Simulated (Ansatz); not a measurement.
## Electric field gradients in Ge₂Pt₃

The calculation used DFT PBEsol, scalar-relativistic, plane waves, PAW in Ansatz 0.2.0. Plane waves to 420 eV; Γ-centred k mesh 10×6×6; Fermi-Dirac smearing of 0.15 eV. No spin polarisation.

Relaxed structure:
```xyz
10
Lattice="3.4892 0.0000 -0.0026 0.0000 7.5668 0.0000 -1.7396 0.0000 6.0644" Properties=species:S:1:pos:R:3 pbc="T T T"
Ge    1.7446    0.0000   -0.0013
Ge    1.7446    3.7834   -0.0013
Ge    1.7471    1.8917    3.1066
Ge    0.0025    5.6751    2.9551
Pt    1.7492    1.8917    5.6489
Pt    0.0004    5.6751    0.4129
Pt    0.0016    0.4448    1.9440
Pt    1.7480    7.1220    4.1177
Pt    1.7480    4.2282    4.1177
Pt    0.0016    3.3386    1.9440
```

In a metal these results depend on the k mesh and the smearing. Spin–orbit coupling is left out, which matters for gradients at heavy nuclei.

Q: Give V_zz (10²¹ V/m²) and the asymmetry η at each distinct site.

A:
| atom | V_zz | η |
| --- | --- | --- |
| Ge (atom 1) | -2.99 | 0.66 |
| Ge (atom 3) | -5.51 | 0.60 |
| Pt (atom 5) | 17.60 | 0.86 |
| Pt (atom 7) | 12.06 | 0.56 |

Whether Ge2Pt3 exists in this form wasn't checked.

Cost: 1 run of about 3.2 core-minutes, on Intel Xeon Processor @ 2.50GHz (Skylake/Cascade Lake) (shared hosts).